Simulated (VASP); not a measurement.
Wanted: the native input for a VASP 6.6.1 run.

* Task: single point
* Functional: PBEsol
* Potentials or basis: VASP PAW PBE potentials, release 64 (Mg, S)
* Cutoff: 520 eV
* k mesh: 8 × 8 × 8
* Occupations: gaussian, width 0.05 eV
* Spin: no spin polarisation
* Dipole correction: no
* Further INCAR settings: ALGO = Normal; EDIFF = 1e-06; NBANDS = 11

The structure of MgS lies in POSCAR:

```
MgS
1.0
    0.0000000000      2.8331200468      2.8331200468
    2.8331200468      0.0000000000      2.8331200468
    2.8331200468      2.8331200468      0.0000000000
Mg S
1 1
Direct
    0.0000000000     -0.0529451621      0.0000000000
    0.7500000000      0.7500000000      0.7500000000
```

The cell comes from a database or a generator and needn't be the stable form of this composition.

The cell isn't the ideal one: atom 1 (Mg) moved by (-0.150, -0.150) A along x and z.

One way to write it, as run:

INCAR

```
ALGO = Normal
EDIFF = 1E-6
ENCUT = 520
GGA = PS
ISIF = 2
ISMEAR = 0
LASPH = T
LCHARG = F
LREAL = F
LWAVE = F
NBANDS = 11
NELM = 100
PREC = Accurate
SIGMA = 0.05
```

KPOINTS

```
k-points
0
Gamma
  8 8 8
```

Potentials or basis: VASP PAW PBE potentials, release 64 (Mg, S).

Run with:

```sh
$ cat potpaw_PBE.64/Mg/POTCAR potpaw_PBE.64/S/POTCAR > POTCAR
$ mpirun -np 1 vasp_std > vasp.out
```

Results of the run:

```
Pressure               : 0.6 GPa
Largest force          : 1.307 eV/Å
Band gap on the k mesh : 3.02 eV, direct
```

Caveat: the PAW data sets were made with another functional, which shifts forces and pressure a little.

Run time: 43 s on 1 thread of Intel(R) Xeon(R) Platinum 8375C CPU @ 2.90GHz (Ice Lake) (shared host), peak memory 0.22 GiB.
